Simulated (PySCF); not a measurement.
## Isomerisation enthalpies of C3H6O

**Experimental background.**

CRC Handbook of Chemistry and Physics lists, for the gas at 298.15 K: enthalpy of formation of `CC(C)=O` (acetone) -217.1 kJ/mol; enthalpy of formation of `CCC=O` (propanal) -185.6 kJ/mol; enthalpy of formation of `C=CCO` -124.5 kJ/mol; enthalpy of formation of `C1COC1` (oxetane) -80.5 kJ/mol.

The runs below try to reproduce these values; the comparison stands at the end.

Differences of these values give the isomerisation enthalpies. Geometries: PBE0-D3(BJ)/def2-SVP; runs in PySCF, gas phase, with a dispersion term only where the level names one. Total electronic energies (Eh):

```
 SMILES  PBE0-D3(BJ)/def2-SVP
CC(C)=O            -192.79104
  CCC=O            -192.78157
  C=CCO            -192.75109
 C1COC1            -192.74458
```

Zero-point and thermal terms are left out, so the computed numbers are electronic energies.

## Comparison

Relative to `CC(C)=O`, the lowest by measurement, in kJ/mol (measured: enthalpies at 298.15 K; computed: electronic energies):

```
 SMILES  measured  PBE0-D3(BJ)/def2-SVP
CC(C)=O       0.0                   0.0
  CCC=O      31.5                  24.9
  C=CCO      92.6                 104.9
 C1COC1     136.6                 122.0
```

Measured values: -217.1 kJ/mol (298.15 K; CRC Handbook of Chemistry and Physics) for the first row; the others come from the same table. Mean unsigned miss over the other isomers: PBE0-D3(BJ)/def2-SVP 11.2 kJ/mol. One conformer stands for `CCC=O` and `C=CCO`, not necessarily the lowest, while the measurement averages over conformers. Where a level misses, the cause wasn't examined.
